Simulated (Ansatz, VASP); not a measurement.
# Two plane-wave programs on Al2Au

```
Al Au
1.0
     0.00000    3.00000    3.00000
     3.00000    0.00000    3.00000
     3.00000    3.00000    0.00000
Al Au
2 1
Direct
  0.25000 0.25000 0.25000
  0.75000 0.75000 0.75000
  0.00000 0.00000 0.00000
```

Alike in both runs: functional PBE; k mesh 10 × 10 × 10; occupations fermi-dirac, width 0.05 eV; no spin polarisation.

Ansatz relaxed the structure, and its values are those at the end. VASP's run is a single point on that final structure, the one shown.

|  | VASP | Ansatz |
| --- | --- | --- |
| version | VASP 6.6.1 | Ansatz 0.2.0 |
| potentials or method | VASP PAW PBE potentials, release 64 (Al, Au) | plane-wave PAW, scalar-relativistic |
| plane-wave cutoff (eV) | 520 | 420 |
| valence electrons in the cell | 17 | 25 |

```csv
,VASP,Ansatz,Ansatz less VASP
pressure (GPa),3.2,3.5,+0.25
```

The two sets of potentials don't hold the same shells in valence. Ansatz warned: «gradients_without_spin_orbit».

The runs have no spin-orbit coupling, so splittings on Au are missing.
